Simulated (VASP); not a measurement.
# MoS2 in VASP 6.6.1, single-point calculation

INCAR

```
LCHARG = .FALSE.
IBRION = -1
NSW = 0
ISIF = 2
LREAL = .FALSE.
LWAVE = .FALSE.
ENCUT = 520
LASPH = .TRUE.
NELM = 120
EDIFF = 1E-7
LMAXMIX = 4
NBANDS = 20
PREC = Accurate
SIGMA = 0.02
GGA = CA
ISMEAR = -1
```

KPOINTS

```
KPOINTS created by Atomic Simulation Environment
0
Gamma
12 12 4
0 0 0
```

POSCAR

```
Mo S
 1.0000000000000000
     3.2202374464190364   -0.0000000000000000    0.0000000000000000
    -1.6101187232095182    2.7888074348168157   -0.0000000000000000
     0.0000000000000000   -0.0000000000000000    5.9450267968125630
 Mo  S
   1   2
Cartesian
 -0.0000000000000000  0.0000000000000000 -0.0000000000000000
 -0.0000000000000000  1.8592049565445441  1.5458917519004469
  1.6101187232095178  0.9296024782722720  4.3991350449121187
```

The recommended LDA PAW datasets give the neutral cell 26 valence electrons.

Command

```
mpirun -np 1 vasp_std
```

Question: How does this run end, and what does it give?

Answer: It converged. Results: gap between bands v and c on the k mesh -1.05 eV (bands overlap: a metal); least direct gap on the k mesh 0.00 eV; pressure -5.4 GPa; largest force 0.16 eV/Å. Band v is the last that the valence electrons fill when counted band by band, and c is the next.

OSZICAR

```
N       E                     dE             d eps       ncg     rms          rms(c)
DAV:   1     0.187915011336E+03    0.18792E+03   -0.13224E+04  2768   0.123E+03
DAV:   2    -0.168518638010E+02   -0.20477E+03   -0.19967E+03  3220   0.325E+02
DAV:   3    -0.251197899434E+02   -0.82679E+01   -0.81666E+01  3336   0.603E+01
DAV:   4    -0.252240502551E+02   -0.10426E+00   -0.10416E+00  3264   0.713E+00
DAV:   5    -0.252256910120E+02   -0.16408E-02   -0.16406E-02  3440   0.871E-01    0.239E+01
DAV:   6    -0.241652730866E+02    0.10604E+01   -0.14592E+01  2984   0.222E+01    0.897E+00
DAV:   7    -0.237621575249E+02    0.40312E+00   -0.62936E+00  2952   0.142E+01    0.647E+00
DAV:   8    -0.236039075597E+02    0.15825E+00   -0.80251E-01  3112   0.527E+00    0.153E+00
DAV:   9    -0.236037895539E+02    0.11801E-03   -0.22692E-02  3200   0.941E-01    0.461E-01
DAV:  10    -0.236025867354E+02    0.12028E-02   -0.94179E-03  3120   0.621E-01    0.901E-02
DAV:  11    -0.236025265673E+02    0.60168E-04   -0.51725E-04  3116   0.155E-01    0.557E-02
DAV:  12    -0.236025122584E+02    0.14309E-04   -0.42278E-05  3212   0.403E-02    0.225E-02
DAV:  13    -0.236025119094E+02    0.34898E-06   -0.22104E-05  3136   0.273E-02    0.103E-02
DAV:  14    -0.236025116225E+02    0.28694E-06   -0.43532E-06  3148   0.133E-02    0.631E-03
DAV:  15    -0.236025115837E+02    0.38745E-07   -0.38252E-07  2492   0.464E-03
   1 F= -.23602512E+02 E0= -.23601856E+02  d E =-.131145E-02
```

For comparison, a separate LDA run of the intended cell, on usual settings and not on those above, gives a gap of -1.05 eV on its mesh and a pressure of -5.4 GPa.
